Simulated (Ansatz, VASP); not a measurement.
Mo in VASP and in Ansatz

```
Mo
1.0
    -1.56455    1.56455    1.56455
     1.56455   -1.56455    1.56455
     1.56455    1.56455   -1.56455
Mo
1
Direct
  0.00000 0.00000 0.00000
```

Alike in both runs: functional PBEsol; k mesh 16 × 16 × 16; occupations gaussian, width 0.1 eV; no spin polarisation.

Ansatz relaxed the structure, and its values are those at the end. VASP's run is a single point on that final structure, the one shown.

|  | VASP | Ansatz |
| --- | --- | --- |
| version | VASP 6.6.1 | Ansatz 0.2.0 |
| potentials or method | VASP PAW PBE potentials, release 64 (Mo_sv) | scalar-relativistic, plane waves, PAW |
| plane-wave cutoff (eV) | 520 | 420 |
| valence electrons in the cell | 14 | 14 |

VASP gave:

- gap on the k mesh at the Fermi level (eV): none
- pressure (GPa): 0.5

Problem. What did Ansatz give for the same quantities?

Solution. gap on the k mesh at the Fermi level (eV): none; pressure (GPa): 0.0.

A gap of «none» marks a metal or a gap that the smearing closes. Ansatz warned: «pseudo_functional_mismatch».

Caveats: the PAW data sets were made with another functional, which shifts forces and pressure a little (VASP).
